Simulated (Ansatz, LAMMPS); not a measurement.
**Al2O3 with crystalline order left by the classical run (120 atoms): geometry optimisation**

Aim: bring Al2O3 with crystalline order left by the classical run (120 atoms) to a nearby minimum of the energy and see what moves.

Method: Kohn-Sham DFT, PBE, PAW (set soft_2), plane waves, in Ansatz 0.2.0.

**Experiments to compare with.** The density of powdered alumina glass made by anodizing aluminium was measured with a helium pycnometer at room temperature (“Structure of alumina glass”, 2022, PMC8752723): density 3.05 g/cm³; number of O about Al 4.73 (by 27Al MAS NMR).

This is a report of a sequence of runs, with most program output left out.

## (1) The structure

The cell holds 120 atoms: 48 Al and 72 O. Its edges and angles: a = 11.004 Å, b = 11.004 Å, c = 11.004 Å, α = 90.0°, β = 90.0°, γ = 90.0°. 120 atoms (48 Al, 72 O) placed at random at 3.05 g/cm³, melted at 5000 K for 10 ps at fixed volume with the Morse and Coulomb pair potential with partial charges (Pedone, Malavasi, Menziani, Cormack and Segre, J. Phys. Chem. B 110, 11780 (2006)). Quenched from 5000 K to 300 K at 50 K/ps and fixed volume, held 5 ps, then minimised at fixed cell.

Limits known from the start: The quench rate of 50 K/ps is many orders above laboratory rates, so the cell is likely richer in defects and strain than a real sample. The network of bonds at the start is that of the classical potential that made the cell. Only the Γ point is sampled in the main run, in a cell whose shortest periodic width is 11 Å.

## (2) Making the structure

A classical potential supplies the starting structure, since it reaches far longer times than DFT.

This step: classical MD, Morse and Coulomb pair potential with partial charges (Pedone, Malavasi, Menziani, Cormack and Segre, J. Phys. Chem. B 110, 11780 (2006)) (LAMMPS 22 Jul 2025 - Update 4).

Input file in.lmp:

```
# melt-quench of Al48O72
units metal
atom_style charge
boundary p p p
region box block 0 11.0035 0 11.0035 0 11.0035
create_box 2 box
mass 1 26.9815   # Al
mass 2 15.9990   # O
create_atoms 1 random 48 40971 NULL overlap 1.5 maxtry 2000
create_atoms 2 random 72 40978 NULL overlap 1.5 maxtry 2000
pair_style hybrid/overlay pedone 5.5 coul/long 8.0
pair_coeff * * coul/long
pair_coeff 1 2 pedone 0.361581 1.900442 2.164818 0.9   # Al-O
pair_coeff 2 2 pedone 0.042395 1.379316 3.618701 22   # O-O
set type 1 charge 1.8
set type 2 charge -1.2
kspace_style pppm 1.0e-4
neigh_modify delay 0 every 1 check yes
thermo_style custom step time temp pe press density
thermo_modify norm yes
timestep 0.002
thermo 100
min_style cg
minimize 1e-4 1e-4 200 2000
reset_timestep 0
velocity all create 5000 40972 mom yes dist gaussian
fix lim all nve/limit 0.05
fix lan all langevin 5000 5000 0.2 40973 zero yes
thermo 500
run 1000 post no
unfix lim
unfix lan
thermo 833
fix md all nvt temp 5000 5000 0.2
run 5000 post no
unfix md
thermo 4700
fix md all nvt temp 5000 300 0.2
run 47000 post no
unfix md
thermo 1250
fix md all nvt temp 300 300 0.2
run 2500 post no
unfix md
thermo 100
min_style cg
minimize 0 1e-3 2000 20000
write_dump all custom glass.dump id type xs ys zs modify sort id
```

Started as:

```console
> lmp -in in.lmp -log none -nocite
```

It took 27 s on 1 thread of Arm Neoverse V2, shared host; peak memory 0.073 GiB.

## (3) Single point at the start

The forces at the start show how far the geometry lies from a minimum of this functional.

Input file input.yaml:

```yaml
crystal:
  lattice:
    - [11.0035, 0.0, 0.0]
    - [0.0, 11.0035, 0.0]
    - [0.0, 0.0, 11.0035]
  atoms:
    - { symbol: Al, position: [0.53895, 0.38566, 0.35387] }
    - { symbol: Al, position: [0.56346, 0.46287, 0.64786] }
    - { symbol: Al, position: [0.81009, 0.21284, 0.03221] }
    - { symbol: Al, position: [0.00608, 0.78469, 0.37728] }
    - { symbol: Al, position: [0.54746, 0.06622, 0.38922] }
    - { symbol: Al, position: [0.88768, 0.62005, 0.89972] }
    - { symbol: Al, position: [0.74584, 0.38207, 0.85647] }
    - { symbol: Al, position: [0.02469, 0.8924, 0.85172] }
    - { symbol: Al, position: [0.01154, 0.71149, 0.65073] }
    - { symbol: Al, position: [0.97265, 0.98374, 0.57748] }
    - { symbol: Al, position: [0.37943, 0.81806, 0.42649] }
    - { symbol: Al, position: [0.81284, 0.06396, 0.81494] }
    - { symbol: Al, position: [0.60193, 0.64665, 0.45335] }
    - { symbol: Al, position: [0.73862, 0.41379, 0.18113] }
    - { symbol: Al, position: [0.76729, 0.71433, 0.23688] }
    - { symbol: Al, position: [0.30005, 0.54224, 0.28451] }
    - { symbol: Al, position: [0.43939, 0.22756, 0.57059] }
    - { symbol: Al, position: [0.28861, 0.57067, 0.71724] }
    - { symbol: Al, position: [0.02932, 0.14527, 0.35559] }
    - { symbol: Al, position: [0.9956, 0.5285, 0.30691] }
    - { symbol: Al, position: [0.74506, 0.88903, 0.44789] }
    - { symbol: Al, position: [0.53948, 0.59232, 0.17913] }
    - { symbol: Al, position: [0.56831, 0.04061, 0.95826] }
    - { symbol: Al, position: [0.01178, 0.39925, 0.07549] }
    - { symbol: Al, position: [0.8046, 0.11078, 0.28727] }
    - { symbol: Al, position: [0.07465, 0.14136, 0.96351] }
    - { symbol: Al, position: [0.30069, 0.25435, 0.31089] }
    - { symbol: Al, position: [0.02415, 0.94546, 0.14668] }
    - { symbol: Al, position: [0.46774, 0.73406, 0.68114] }
    - { symbol: Al, position: [0.49288, 0.89709, 0.18173] }
    - { symbol: Al, position: [0.82274, 0.54142, 0.64604] }
    - { symbol: Al, position: [0.27433, 0.95682, 0.00013] }
    - { symbol: Al, position: [0.7959, 0.88558, 0.01038] }
    - { symbol: Al, position: [0.49888, 0.29653, 0.86243] }
    - { symbol: Al, position: [0.31002, 0.12686, 0.80805] }
    - { symbol: Al, position: [0.1236, 0.63187, 0.94774] }
    - { symbol: Al, position: [0.89413, 0.24206, 0.67156] }
    - { symbol: Al, position: [0.61636, 0.72839, 0.93424] }
    - { symbol: Al, position: [0.22949, 0.77284, 0.19568] }
    - { symbol: Al, position: [0.2301, 0.05931, 0.52657] }
    - { symbol: Al, position: [0.74231, 0.80951, 0.71464] }
    - { symbol: Al, position: [0.38069, 0.53659, 0.98396] }
    - { symbol: Al, position: [0.56518, 0.99229, 0.66653] }
    - { symbol: Al, position: [0.07296, 0.43466, 0.58288] }
    - { symbol: Al, position: [0.53045, 0.21633, 0.1508] }
    - { symbol: Al, position: [0.26498, 0.88677, 0.70616] }
    - { symbol: Al, position: [0.28266, 0.2971, 0.03253] }
    - { symbol: Al, position: [0.84012, 0.35343, 0.44146] }
    - { symbol: O, position: [0.98791, 0.54423, 0.66166] }
    - { symbol: O, position: [0.06059, 0.71505, 0.50148] }
    - { symbol: O, position: [0.28788, 0.7297, 0.6945] }
    - { symbol: O, position: [0.03426, 0.29167, 0.63782] }
    - { symbol: O, position: [0.20262, 0.89899, 0.86654] }
    - { symbol: O, position: [0.41681, 0.22519, 0.73854] }
    - { symbol: O, position: [0.01999, 0.71139, 0.84021] }
    - { symbol: O, position: [0.39282, 0.03951, 0.92074] }
    - { symbol: O, position: [0.3786, 0.55611, 0.14348] }
    - { symbol: O, position: [0.31434, 0.71913, 0.31984] }
    - { symbol: O, position: [0.5177, 0.61589, 0.97052] }
    - { symbol: O, position: [0.77654, 0.7142, 0.95683] }
    - { symbol: O, position: [0.76434, 0.37149, 0.01215] }
    - { symbol: O, position: [0.5166, 0.3596, 0.53557] }
    - { symbol: O, position: [0.5282, 0.09262, 0.55022] }
    - { symbol: O, position: [0.44915, 0.56276, 0.69687] }
    - { symbol: O, position: [0.39395, 0.37928, 0.94744] }
    - { symbol: O, position: [0.82434, 0.90025, 0.81231] }
    - { symbol: O, position: [0.56891, 0.38056, 0.17667] }
    - { symbol: O, position: [0.88613, 0.20764, 0.39796] }
    - { symbol: O, position: [0.81089, 0.3645, 0.60102] }
    - { symbol: O, position: [0.21689, 0.4781, 0.62113] }
    - { symbol: O, position: [0.63377, 0.05485, 0.79183] }
    - { symbol: O, position: [0.47035, 0.93244, 0.3466] }
    - { symbol: O, position: [0.6699, 0.56104, 0.57485] }
    - { symbol: O, position: [0.07818, 0.06154, 0.48445] }
    - { symbol: O, position: [0.14516, 0.54908, 0.28154] }
    - { symbol: O, position: [0.70273, 0.02374, 0.37095] }
    - { symbol: O, position: [0.7042, 0.74809, 0.38884] }
    - { symbol: O, position: [0.3377, 0.8827, 0.12426] }
    [... 36 atom lines left out ...]
    - { symbol: O, position: [0.87044, 0.08553, 0.64692] }
    - { symbol: O, position: [0.97265, 0.44612, 0.44233] }
    - { symbol: O, position: [0.84361, 0.71223, 0.65218] }
    - { symbol: O, position: [0.17367, 0.71248, 0.06587] }
    - { symbol: O, position: [0.81938, 0.24204, 0.81783] }
    - { symbol: O, position: [0.95036, 0.05466, 0.23896] }
kpoints:
  mp_grid: { grid: [1, 1, 1] }
hamiltonian:
  xc: pbe
scf:
  occupations: { method: fermi_dirac, width: 0.025 }
output:
  forces: true
```

Started as:

```console
> ansatz run input.yaml --threads 4 --pin off --max-ram 8192MiB --backend cpu --events-out ev --progress --plain --runs-dir out
```

The job ended after 12 s (4 threads of Arm Neoverse V2, shared host; peak memory 1.7 GiB; 45 s of CPU time).

The run gave:

```
free energy            : -66819.6430 eV
free energy per atom   : -556.8304 eV/atom
SCF cycles             : 10
r.m.s. force component : 0.44 eV/Å
longest force          : 1.57 eV/Å
Fermi energy           : 7.033 eV
```

The r.m.s. force component of 0.44 eV/Å sets the starting point.

Neighbours are counted within 2.49 Å (O-Al).

Length of the force by element and coordination:

```tsv
element	coordination	atoms	mean length of the force (eV/Å)	spread	least	most
Al	all	48	0.548	0.204	0.173	0.943
Al	4	35	0.535	0.204	0.173	0.943
Al	5	4	0.732	0.0951	0.596	0.839
Al	6	9	0.517	0.197	0.180	0.817
O	all	72	0.789	0.343	0.247	1.57
O	2	9	0.797	0.281	0.247	1.33
O	3	56	0.774	0.331	0.247	1.57
O	4	7	0.897	0.465	0.301	1.51
```

## (4) Cell and atoms relaxed

The cell is relaxed with the atoms, since the starting lattice needn't suit this functional.

input.yaml, as its differences from that of step 3:

```diff
@@ -15 +15,5 @@
   forces: true
+relax:
+  f_tol: 0.04
+  max_steps: 250
+  cell: {}
```

Elapsed: 2.3 min, on 4 threads; peak memory 1.7 GiB.

Step by step:

```tsv
step	energy less that of the first step (eV)	largest force component (eV/Å)	pressure (GPa)	volume (Å³)
1	0.0000	1.2965	3.38	1332.27
2	-1.1140	0.6790	1.96	1336.22
3	-1.6893	0.3735	-0.30	1344.93
4	-2.0745	0.2120	-0.12	1334.95
5	-2.1880	0.1538	0.07	1332.01
6	-2.2326	0.1249	-0.02	1333.32
7	-2.2489	0.0418	0.01	1332.66
8	-2.2493	0.0073	0.00	1332.94
9*	-2.2573	0.0072	0.02	1332.94
10	-2.2578	0.0030	0.00	1332.97
11*	-2.2574	0.0030	0.00	1332.97
```

Relaxation steps marked * repeat the geometry before them on a plane-wave basis chosen anew for their cell, so energy and pressure can jump there.

```tsv
cell as run	before	after	change
a (Å)	11.004	10.912	-0.8 %
b (Å)	11.004	11.037	+0.3 %
c (Å)	11.004	11.069	+0.6 %
α (°)	90.00	89.89	-0.1 %
β (°)	90.00	89.53	-0.5 %
γ (°)	90.00	90.08	+0.1 %
volume (Å³/atom)	11.10	11.11	+0.1 %
```

The atoms that moved most (Å, as changes of fractional coordinates times the final cell):

```tsv
atom	dx	dy	dz	length
O75	0.061	0.403	-0.260	0.484
Al32	-0.189	-0.421	0.073	0.468
O118	0.087	0.362	-0.218	0.432
Al28	-0.276	-0.226	-0.008	0.357
O101	0.311	0.089	-0.011	0.324
O94	0.306	0.079	0.056	0.321
Al39	-0.128	-0.221	0.089	0.270
O56	-0.042	-0.231	0.109	0.259
```

The relaxation changed the energy by -18.8 meV/atom, and atoms moved by 0.14 Å r.m.s., 0.48 Å at most.

## (5) Structure statistics after relaxation

Bonds before and after, by the cutoffs listed below:

```tsv
pair	bonds before	bonds after	mean before (Å)	mean after (Å)	spread before (Å)	spread after (Å)
O-Al	209	215	1.825	1.843	0.113	0.099
```

Density 3.05 g/cm³, 11.11 Å³ an atom.

Pair distribution functions g(r), in bins of 0.1 Å:

```tsv
r (Å)	total	O-O	O-Al	Al-Al
1.55	0.00	0.00	0.00	0.00
1.65	0.05	0.00	0.11	0.00
1.75	4.21	0.00	8.77	0.00
1.85	3.43	0.00	7.15	0.00
1.95	1.28	0.00	2.66	0.00
2.05	0.24	0.00	0.51	0.00
2.15	0.10	0.00	0.20	0.00
2.25	0.09	0.00	0.18	0.00
2.35	0.05	0.00	0.11	0.00
2.45	0.32	0.68	0.15	0.00
2.55	0.36	1.01	0.00	0.00
2.65	0.79	1.91	0.04	0.53
2.75	1.40	3.23	0.12	1.09
2.85	1.67	4.04	0.26	0.56
2.95	1.56	3.02	0.14	2.55
3.05	1.73	2.39	0.56	3.75
3.15	1.21	1.28	0.53	3.07
3.25	1.18	0.66	0.93	3.14
3.35	0.98	0.51	1.10	1.72
3.45	1.16	0.51	1.65	1.16
3.55	0.90	0.39	1.27	0.95
3.65	0.87	0.56	1.26	0.42
3.75	0.66	0.38	1.00	0.26
3.85	0.58	0.53	0.78	0.06
3.95	0.81	0.65	1.06	0.41
4.05	0.85	0.35	1.29	0.67
4.15	1.08	0.55	1.56	0.85
4.25	0.98	0.48	1.55	0.41
4.35	1.01	0.43	1.40	1.17
4.45	1.09	0.70	1.57	0.56
4.55	1.34	0.89	1.74	1.15
4.65	1.08	1.06	1.15	0.94
4.75	1.12	1.52	0.86	0.98
4.85	0.98	1.37	0.72	0.90
4.95	1.11	1.84	0.71	0.68
5.05	1.08	1.46	0.80	1.09
5.15	0.98	1.46	0.54	1.21
5.25	0.86	1.20	0.55	1.07
5.35	0.90	1.12	0.55	1.45
5.45	0.89	1.27	0.60	0.90
```

Bonds by pair of elements; cutoffs follow the first minimum of g(r), held within bounds set by covalent radii, and pairs that aren't listed don't count as bonded:

```tsv
pair A-B	cutoff (Å)	bonds	mean length (Å)	spread (Å)	shortest (Å)	B about A	A about B
O-Al	2.33	215	1.84	0.099	1.68	2.99	4.48
```

How many atoms have how many bonded neighbours:

```tsv
element	mean	2	3	4	5	6
Al	4.48	0	0	31	11	6
O	2.99	5	63	4	0	0
```

Bond angles (no mean is given where the spread exceeds 20°):

```tsv
angle	count	mean (°)	spread (°)
O-Al-O	386	-	-
Al-O-Al	218	117	15.5
```

Oxygen atoms by the number of network formers (Si, P, Ge, B, Al, As, Ga) bound to them:

```tsv
network formers bound to O	O atoms	per cent
0	0	0
1	0	0
2	5	6.9
3	63	87.5
4	4	5.6
```

Network units: each former by its oxygen neighbours and how many of them bridge to another former:

```tsv
former	O neighbours	bridging O	atoms
Al	4	4	31
Al	5	5	11
Al	6	6	6
```

Bond length by coordination (bonds to H left out):

```tsv
element	coordination	atoms	mean bond length (Å)
Al	4	31	1.79
Al	5	11	1.90
Al	6	6	1.96
O	2	5	1.72
O	3	63	1.84
O	4	4	1.98
```

Rings of the network by King's shortest-path rule, up to 12 atoms, one path for each pair of neighbours; H, halogens, alkali and alkaline-earth atoms are left out, and the last column divides by all other atoms, bonded or not:

```tsv
ring size (atoms)	rings	per network atom
4	24	0.2
6	72	0.6
8	113	0.942
10	14	0.117
12	3	0.025
```

For some of the pairs, g(r) has its first main peak near 2.8 Å (O-O), 1.8 Å (O-Al) and 3.1 Å (Al-Al). By these cutoffs 65 % of Al atoms have 4 and 88 % of O atoms have 3 bonded neighbours. 7 % of the oxygens bridge two formers (Al) and 0 % are non-bridging; 88 % join three; 6 % join four. The commonest Al unit has 4 oxygens, 4 of them shared with other formers (31 of 48 atoms). Bonds at O atoms with 2 neighbours average 1.72 Å, against 1.98 Å at those with 4. Rings of 8 atoms are the most common (50 % of those counted); sizes run from 4 to 12, where the search stops.

(Part 1 of 2 ends here.)

[Logs are printed without paths, hosts, clocks, repeated set-up lines and the standing remarks that a program may print on its own settings, such as how far it seeks lower states.]

[Hosts, paths, dates, database ids (printed as entryN), source tags and the programs' standing remarks are cut or masked in the printed files.]
